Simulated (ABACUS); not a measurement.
The system is NaCl.

```xyz
2
Lattice="0.0000 2.7941 2.7941 2.7941 0.0000 2.7941 2.7941 2.7941 0.0000" Properties=species:S:1:pos:R:3 pbc="T T T"
Cl    2.7941    2.7941    2.7941
Na    0.0000    0.0000    0.0000
```

The cell is a database's computed one.

Base run:

- Program: ABACUS 3.10.1
- Functional: LDA
- Potentials or basis: PseudoDojo NC SR 0.4.1 LDA standard
- Cutoff: 1361 eV
- Density cutoff: 5442 eV
- Basis: DZP LCAO (the cutoffs set its grid)
- k mesh: 7 × 7 × 7
- Occupations: fermi-dirac, width 0.05 eV
- Spin: no spin polarisation

Its results: band gap on the k mesh 5.00 eV, direct; pressure -1.7 GPa.

**Question.** The run is repeated on the same cell with these changes: functional from LDA to PBE; potentials or basis from PseudoDojo NC SR 0.4.1 LDA standard to PseudoDojo NC SR 0.5 PBE standard. What comes out?

**Answer.** Band gap on the k mesh 5.41 eV, direct; pressure 1.7 GPa.

Caveats: the atomic orbitals were generated for these runs and aren't a published set; the basis of atomic orbitals isn't converged, which shifts pressures, moduli and gaps.

